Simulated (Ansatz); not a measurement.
Te2Mo, a slab with vacuum:

```
CELL_PARAMETERS angstrom
3.56023 0.00000 0.00000
-1.78012 3.08325 0.00000
0.00000 0.00000 17.52406
ATOMIC_POSITIONS crystal
Te 0.33333 0.66667 0.10214
Te 0.33333 0.66667 0.89786
Mo 0.00000 0.00000 0.00000
```

Base run:

```yaml
Program: Ansatz 0.2.0
Functional: PBE0
Potentials_or_basis: Ansatz PAW
Cutoff: "420 eV (not typed: the program's choice for these potentials)"
k_mesh: 6 × 6 × 2
Occupations: fermi-dirac, width 0.05 eV
Spin: no spin polarisation
```

Its results: band gap on the k mesh 2.11 eV, direct; largest force 0.289 eV/Å.

**Question.** The run is repeated on the same cell with these changes: functional from PBE0 to HSE06. What comes out?

**Answer.** Band gap on the k mesh 1.46 eV, direct; largest force 0.292 eV/Å.

Caveats: spin-orbit coupling is left out, which moves the levels of the heavy elements; the PAW data sets come from PBE, with cores solved anew for the run's functional, which leaves a small shift of forces and pressure.
